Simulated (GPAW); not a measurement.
# PbO (Litharge) (P4/nmm) in GPAW: reference runs

How does PbO (Litharge) come out in PBEsol? The cell is run as given.

Program: GPAW 26.7.0. These are calculated values, not measurements. Logs are shortened: lines on timing, memory, paths and dates and some standing lists are left out, and cuts for length are marked. The log counts tension as positive stress, the text compression.

### 1 The crystal as given

The structure is tetragonal, space group P4/nmm (No. 129). Conventional cell: a = 3.990 Å, b = 3.990 Å, c = 5.010 Å, α = 90.00°, β = 90.00°, γ = 90.00°. Around Pb (site symmetry 4mm) lie 4 O at 2.33 Å. O (site symmetry -4m2) is surrounded by 4 Pb at 2.33 Å.

### 2 Single point, PBEsol

File run.py:

```python
from ase import Atoms
from ase.dft.bandgap import bandgap
from ase.io import write
from ase.units import Bohr, GPa
from gpaw import GPAW, PW, setup_paths
from gpaw.elf import elf_from_dft_calculation

setup_paths.insert(0, '.')

atoms = Atoms(['Pb', 'Pb', 'O', 'O'],
              cell=[[3.99, 0.0, 0.0],
                    [0.0, 3.99, 0.0],
                    [0.0, 0.0, 5.01]],
              scaled_positions=[[0.5, 0.0, 0.76],
                                [0.0, 0.5, 0.24],
                                [0.5, 0.5, 0.0],
                                [0.0, 0.0, 0.0]],
              pbc=True)

calc = GPAW(mode=PW(800),
            xc='PBEsol',
            kpts={'size': (7, 7, 6), 'gamma': True},
            occupations={'name': 'fermi-dirac', 'width': 0.05},
            nbands=33,
            convergence={'density': 1e-05, 'energy': 1e-05},
            maxiter=150,
            txt='gpaw.txt')
atoms.calc = calc
energy = atoms.get_potential_energy()
forces = atoms.get_forces()
stress = atoms.get_stress()
calc.write('gs.gpw')
write('result.traj', atoms)
print(f'Energy: {energy:.6f} eV')
print('Forces (eV/A):')
print(forces.round(4))
print('Stress (GPa):', (stress / GPa).round(3))
print('Fermi level:', round(calc.get_fermi_level(), 4), 'eV')
print(f'Gap: {bandgap(calc)[0]:.4f} eV, direct: {bandgap(calc, direct=True)[0]:.4f} eV')

# fields on the real-space grid
write('density.cube', atoms, data=calc.get_pseudo_density() * Bohr**3)
write('potential.cube', atoms, data=calc.get_electrostatic_potential())
write('elf.cube', atoms, data=elf_from_dft_calculation(calc).data)
```

Potentials or basis: PAW data sets generated in the run's folder for this functional, pw.

Started as:

```console
$ gpaw-setup -f PBEsol O Pb
$ OMP_NUM_THREADS=1 python run.py
```

gpaw.txt:

```text
__  _  _
 | _ |_)|_||  |
 |__||  | ||/\| - 26.7.0

Input parameters:
  mode=PW(ecut=800.0),
  convergence={'density': 1e-05, 'energy': 1e-05},
  kpts=MonkhorstPack(size=(7, 7, 6), gamma=True),
  maxiter=150,
  nbands=33,
  occupations=Occupations(name='fermi-dirac', width=0.05),
  xc=XC(name='PBEsol')

Diagonalizing LCAO Hamiltonian
Converting LCAO to pw mode
   .---------.
  /|         |
 * |         |
 | |  Pb     |
 | |         |
 | |         |
 |Pb---------.
 |/    O    /
 O---------*

Atoms  # Å, Bohr magnetons
|   | symbol |        x |        y |        z |    initial magnetic moments |
|---|--------|----------|----------|----------|-----------------------------|
| 0 |     Pb | 1.995000 | 0.000000 | 3.807600 | ( 0.0000,  0.0000,  0.0000) |
| 1 |     Pb | 0.000000 | 1.995000 | 1.202400 | ( 0.0000,  0.0000,  0.0000) |
| 2 |      O | 1.995000 | 1.995000 | 0.000000 | ( 0.0000,  0.0000,  0.0000) |
| 3 |      O | 0.000000 | 0.000000 | 0.000000 | ( 0.0000,  0.0000,  0.0000) |

Unit cell  # Å
| periodic |        x |        y |        z |  lengths |    angles |
|----------|----------|----------|----------|----------|-----------|
|      yes | 3.990000 | 0.000000 | 0.000000 | 3.990000 | 90.000000 |
|      yes | 0.000000 | 3.990000 | 0.000000 | 3.990000 | 90.000000 |
|      yes | 0.000000 | 0.000000 | 5.010000 | 5.010000 | 90.000000 |

Number of symmetries: 8
Symmetry operations  # r_c * U_cc + t_c -> r_c
|   | kind |            matrix            |
|---|------|------------------------------|
| 0 |  E   |  1, 0, 0,  0, 1, 0,  0, 0, 1 |
| 1 |  σ   |  1, 0, 0,  0,-1, 0,  0, 0, 1 |
| 2 |  C2  |  0, 1, 0,  1, 0, 0,  0, 0,-1 |
| 3 |  S4  |  0, 1, 0, -1, 0, 0,  0, 0,-1 |
| 4 |  S4  |  0,-1, 0,  1, 0, 0,  0, 0,-1 |
| 5 |  C2  |  0,-1, 0, -1, 0, 0,  0, 0,-1 |
| 6 |  σ   | -1, 0, 0,  0, 1, 0,  0, 0, 1 |
| 7 |  C2  | -1, 0, 0,  0,-1, 0,  0, 0, 1 |

BZ-sampling:
  Number of BZ points: 294
  Number of IBZ points: 40

  Monkhorst-Pack size: [7, 7, 6]
  Monkhorst-Pack shift: [0.0, 0.0, 0.08333333333333333]

K-points  # in reciprocal-cell coordinates
|     |                                coordinates |     weight |
|-----|--------------------------------------------|------------|
|   0 | (  0.00000000,   0.00000000,   0.00000000) | 0.00340136 |
|   1 | (  0.00000000,   0.00000000,   0.16666667) | 0.00680272 |
|   2 | (  0.00000000,   0.00000000,   0.33333333) | 0.00680272 |
|   3 | (  0.00000000,   0.00000000,   0.50000000) | 0.00340136 |
|   4 | (  0.14285714,   0.00000000,   0.00000000) | 0.01360544 |
|   5 | (  0.14285714,   0.00000000,   0.16666667) | 0.02721088 |
|   6 | (  0.14285714,   0.00000000,   0.33333333) | 0.02721088 |
|   7 | (  0.14285714,   0.00000000,   0.50000000) | 0.01360544 |
|   8 | (  0.14285714,   0.14285714,   0.00000000) | 0.01360544 |
|   9 | (  0.14285714,   0.14285714,   0.16666667) | 0.02721088 |
| ... |                                            |            |
|  39 | (  0.42857143,   0.42857143,   0.50000000) | 0.01360544 |

Plane wave coefficients: 4123
Cutoff: 800.0 eV

Spin-components: 1 (collinear spins)
Bands:           33
Projectors:      22
Spin-degeneracy: 2
Datatype:        complex128

Parallelization:
  kpt:    1
  domain: 1
  band:   1

Density:
  Valence electrons: 40.0
  Components: 1
  Grid points: [27 27 35]
  Charge: 0.0  # |e|

Potential:
  Grid points: [27 27 35]

species:
  Pb:
    name:    Lead
    Z:       82.0
    valence: 14
    core:    68
    charge:  0.0  # [|e|]
    compensation charges:
      type: gauss
      rc: 0.38  # [Å]
      lmax: 2
    cutoffs:
      filter: 2.36  # [Å]
      core: 2.43  # [Å]
    projectors
    | kind |    occ | energy [eV] | rcut [Å] |
    |------|--------|-------------|----------|
    |   6s |  2.000 |     -12.024 |    1.259 |
    |   6p |  2.000 |      -3.525 |    1.275 |
    |   5d | 10.000 |     -21.194 |    1.217 |
    |    s |        |      15.187 |    1.259 |
    |    p |        |      23.686 |    1.275 |
    |    d |        |       6.017 |    1.217 |

    Using partial waves for Pb as LCAO basis

  O:
    name:    Oxygen
    Z:       8.0
    valence: 6
    core:    2
    charge:  0.0  # [|e|]
    compensation charges:
      type: gauss
      rc: 0.21  # [Å]
      lmax: 2
    cutoffs:
      filter: 1.17  # [Å]
      core: 0.83  # [Å]
    projectors
    | kind |    occ | energy [eV] | rcut [Å] |
    |------|--------|-------------|----------|
    |   2s |  2.000 |     -23.808 |    0.688 |
    |   2p |  4.000 |      -8.972 |    0.598 |
    |    s |        |       3.404 |    0.688 |
    |    p |        |      18.239 |    0.598 |
    |    d |        |       0.000 |    0.619 |

    Using partial waves for O as LCAO basis

Reference energy: -1138313.922394  # eV

eigensolver:
  PPCG
  Converge bands: occupied
  niter=2

density mixing:
  MSR1-Mixer
  Pratt-step length: 0.05
  Maximum mixing coefficient: 0.75
  Old densities: 10
  SVD Regularization: 0.005
  Good broyden scale: 1.0
  Trust region scale: 1.0
  Backstep threshold: 4.0
  History deletion threshold: 6.0
  Fourier metric: weight=20.0, sigma=0.015

occupation numbers:
  Fermi-Dirac:
    width: 0.0500  # eV

poisson solver:
  ecut: 6400.0  # eV

xc functional:
  name: PBEsol with 2 nearest neighbor stencil

convergence criteria:
- Maximum integral of absolute [dens]ity change: 1e-05 electrons / valence electron
- Maximum [total energy] change in last 3 cyles: 1e-05 eV / valence electron
- Maximum integral of absolute [eigenst]ate change: 4e-08 eV^2 / valence electron
maximum number of iterations: 150

SCF iterations
|iter     | |      energy | eigst |  dens |
|---------|-|-------------|-------|-------|
|iter:   1| |  -27.657667 | +0.14 |       |
|iter:   2| |  -26.365563 | -1.21 | -0.98 |
|iter:   3| |  -23.881450 | -0.74 | -1.05 |
|iter:   4| |  -23.845302 | -2.75 | -1.52 |
|iter:   5| |  -23.834251 | -2.74 | -1.73 |
|iter:   6| |  -23.834290 | -3.81 | -2.56 |
|iter:   7| |  -23.834398c| -5.05 | -3.02 |
|iter:   8| |  -23.834397c| -5.58 | -3.66 |
|iter:   9| |  -23.834393c| -6.48 | -4.00 |
|iter:  10| |  -23.834393c| -7.69c| -4.48 |
|iter:  11| |  -23.834393c| -7.74c| -4.72 |
|iter:  12| |  -23.834393c| -8.15c| -5.46c|

Converged in 12 steps
Energy contributions relative to reference atoms: (reference = -1138313.922394)

Energy contributions:
  Kinetic:          37.748592
  Coulomb:         -37.743331
  Zero:              0.159196
  External:          0.000000
  Xc:              -23.998850
  Entropy:          -0.000000
  Spinorbit:         0.000000
  ----------------------------
  Free energy:     -23.834393
  Extrapolated:    -23.834393

dipole moment: (-27.970701, -27.970701, -28.171041)  # |e|*Ang

Fermi level: 6.129
Eigenvalues  # (at kpt = [0.000, 0.000, 0.000])
| band index |      eig [eV] | occ [0-2] |
|------------|---------------|-----------|
|          0 |       -12.759 |     2.000 |
|        ... |               |           |
|         12 |        -1.677 |     2.000 |
|         13 |        -1.250 |     2.000 |
|         14 |         1.203 |     2.000 |
|         15 |         1.203 |     2.000 |
|         16 |         3.760 |     2.000 |
|         17 |         3.831 |     2.000 |
[... 8 lines left out ...]
|         26 |        12.821 |     0.000 |
|         27 |        13.380 |     0.000 |
|        ... |               |           |
|         32 |        21.442 |     0.000 |

Gap: 1.337 eV
Transition (v -> c):
  (s=0, k=0, n=19, [0.00, 0.00, 0.00]) -> (s=0, k=36, n=20, [0.43, 0.43, 0.00])
Direct/indirect transitions are different
Direct gap: 2.274 eV
Transition at: (s=0, k=1, n=19, [0.00, 0.00, 0.17])

Forces  # eV/Ang
|       x |       y |        z |
|---------|---------|----------|
| 0.00000 | 0.00000 |  0.39550 |  # Pb   0
| 0.00000 | 0.00000 | -0.39550 |  # Pb   1
| 0.00000 | 0.00000 |  0.00000 |  # O    2
| 0.00000 | 0.00000 |  0.00000 |  # O    3

Stress tensor  # eV/Ang^3
|        x |        y |        z |
|----------|----------|----------|
| 0.009918 | 0.000000 | 0.000000 |
| 0.000000 | 0.009918 | 0.000000 |
| 0.000000 | 0.000000 | 0.010043 |

# Writing to gs.gpw (mode='')
```

It took 1.7 min on 1 thread of Arm Neoverse V2, shared host; peak memory 0.29 GiB.

Results:

```yaml
Free_energy: -23.8344 eV
Pressure: -1.6 GPa
Largest_force: 0.395 eV/Å
Band_gap_on_the_k_mesh: 1.34 eV, indirect (least direct gap 2.27 eV)
```

Forces in eV/Å, atoms in the order of the input:
```
Pb   0.000  0.000  0.395
Pb   0.000  0.000 -0.395
O    0.000  0.000  0.000
O    0.000  0.000  0.000
```

Caveat: spin-orbit coupling is left out, which as a rule narrows the gap of such compounds by several tenths of an eV; an odd mesh through Γ misses points on the zone boundary, where band edges often lie.
